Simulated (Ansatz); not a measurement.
## NaF, response to strain

Consider NaF in the rock salt structure (space group Fm-3m, No. 225; a = 4.7012 Å).

Strains are applied to the cell and any free atomic positions relax.

All numbers come from plane-wave PAW DFT at the PBE level (Ansatz, a program for electronic structure, 420 eV), spin-orbit coupling left out.

```json
[
 {"isotropic strain (%)": "-3", "band gap (eV)": "6.58"},
 {"isotropic strain (%)": "-2.5", "band gap (eV)": "6.50"},
 {"isotropic strain (%)": "-0.5", "band gap (eV)": "?"},
 {"isotropic strain (%)": "0", "band gap (eV)": "6.09"},
 {"isotropic strain (%)": "1", "band gap (eV)": "5.94"},
 {"isotropic strain (%)": "1.5", "band gap (eV)": "5.86"},
 {"isotropic strain (%)": "2", "band gap (eV)": "5.79"},
 {"isotropic strain (%)": "2.5", "band gap (eV)": "5.72"},
 {"isotropic strain (%)": "3", "band gap (eV)": "5.65"}
]
```

Task: Fit E_g = E₀ + Dε (ε in %) to the rows shown and predict the withheld row.

Result: Least squares on the printed values gives E₀ = 6.10 eV, D = -156 meV per % of strain (largest residual 0.01 eV); this predicts 6.18 eV, and the run gives 6.17 eV, in agreement.

No phonon test of stability was made.
